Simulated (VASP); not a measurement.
**Hf: relaxation of cell and atoms with PBEsol**

Hf:

```xyz
1
Lattice="-1.6290 1.6290 1.6290 1.6290 -1.6290 1.6290 1.6290 1.6290 -1.6290" Properties=species:S:1:pos:R:3 pbc="T T T"
Hf    0.0000    0.0000    0.0000
```

This isn't the form of Hf at room conditions, which is hcp.

| Quantity | Value |
| --- | --- |
| Program | VASP 6.6.1 |
| Task | relaxation of cell and atoms |
| Functional | PBEsol |
| Potentials or basis | VASP PAW PBE potentials, release 64 (Hf_pv) |
| Cutoff | 520 eV |
| k mesh | 6 × 6 × 6 |
| Occupations | gaussian, width 0.1 eV |
| Spin | no spin polarisation |
| Target pressure | 12 GPa |
| Further INCAR settings | ALGO = Normal; EDIFF = 1e-07; IBRION = 2; EDIFFG = -0.002; NSW = 80; ISIF = 3 |
| Target pressure | 12 GPa |

```json
{
 "Relaxed volume": "19.05 Å³/atom",
 "Relaxed cell": "a = 2.914 Å, b = 2.914 Å, c = 2.914 Å, α = 109.47°, β = 109.47°, γ = 109.47°",
 "Space group after relaxing (to 0.05 Å)": "Im-3m (No. 229)",
 "Energy change on relaxing (the enthalpy is what falls)": "-224.5 meV/atom",
 "Ionic steps": "19",
 "Pressure after relaxing": "12.0 GPa",
 "Band gap on the k mesh": "none (metal or under the smearing width)"
}
```

Step by step:
```tsv
step	energy change (eV)	largest force (eV/Å)	pressure (GPa)	volume (Å³)
1	0.0000	0.0000	30.01	17.29
2	-0.2614	0.0000	-6.17	22.63
3	-0.2336	0.0000	11.01	19.18
4	-0.2256	0.0000	11.88	19.07
5	-0.2229	0.0000	12.17	19.03
6	-0.2229	0.0000	12.18	19.03
7	-0.2230	0.0000	12.16	19.03
8	-0.2230	0.0000	12.16	19.03
9	-0.2230	0.0000	12.16	19.03
10	-0.2230	0.0000	12.16	19.03
11	-0.2230	0.0000	12.16	19.03
12	-0.2231	0.0000	12.16	19.03
13	-0.2231	0.0000	12.16	19.03
14	-0.2232	0.0000	12.16	19.04
15	-0.2233	0.0000	12.13	19.04
16	-0.2236	0.0000	12.10	19.04
17	-0.2241	0.0000	12.04	19.05
18	-0.2253	0.0000	11.92	19.06
19	-0.2245	0.0000	11.99	19.05
```

Final structure:
```yaml
crystal:
  lattice:
    - [-1.68256, 1.68256, 1.68256]
    - [1.68256, -1.68256, 1.68256]
    - [1.68256, 1.68256, -1.68256]
  atoms:
    - { symbol: Hf, position: [0.00000, 0.00000, 0.00000] }
```

Levels at points of the mesh, in eV from the Fermi level:
| k point | band 2 | band 3 | band 4 | band 5 | band 6 | band 7 | band 8 | band 9 |
| --- | --- | --- | --- | --- | --- | --- | --- | --- |
| (0.00, 0.00, 0.00) | -29.24 | -29.24 | -7.62 | 1.52 | 1.52 | 1.52 | 4.81 | 4.81 |
| (0.50, 0.00, 0.00) | -29.68 | -29.26 | -4.01 | -0.93 | 1.76 | 4.74 | 5.92 | 9.06 |
| (0.50, 0.50, 0.50) | -30.19 | -30.19 | -3.43 | -3.43 | 7.98 | 7.98 | 7.98 | 8.56 |

It took 26 s on 1 thread of AMD EPYC 7R13 Processor (Zen 3) (shared host), peak memory 0.12 GiB.

Caveat: the k mesh is coarse (spacing up to 0.45 Å⁻¹), so the values aren't converged; the cell is relaxed towards a set pressure, so the enthalpy falls and the energy may rise; the PAW data sets were made with another functional, which shifts forces and pressure a little. Zero-point motion and thermal expansion aren't in these numbers.
